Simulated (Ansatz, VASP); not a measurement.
Two plane-wave programs on Mg

```
Mg
1.0
     3.14376    0.00000    0.00000
    -1.57188    2.72257    0.00000
     0.00000    0.00000    5.10397
Mg
2
Cartesian
  0.0000 1.8150 1.2760
  1.5719 0.9075 3.8280
```

Change from the starting cell: volume scaled by 0.94, PAW files.

Alike in both runs: task electric field gradients; functional LDA; k mesh 12 × 12 × 7; occupations fermi-dirac, width 0.05 eV; no spin polarisation.

|  | VASP | Ansatz |
| --- | --- | --- |
| version | VASP 6.6.1 | Ansatz 0.2.0 |
| potentials or method | VASP PAW LDA potentials, release 64 (Mg) | PAW with Ansatz's default frozen-core files, scalar-relativistic |
| plane-wave cutoff (eV) | 520 | 420 |
| valence electrons in the cell | 4 | 20 |

Ansatz gave:

```
pressure (GPa)                                                 : -0.4
largest component of the traceless stress (GPa)                : 0.64
Vzz of the field gradient on the site that differs most (V/Å²) : 1.3
```

Problem. What did VASP give for the same quantities?

Solution. Pressure (GPa): -0.8; largest component of the traceless stress (GPa): 0.64; Vzz of the field gradient on the site that differs most (V/Å²): 1.2.

The two sets of potentials don't hold the same shells in valence.
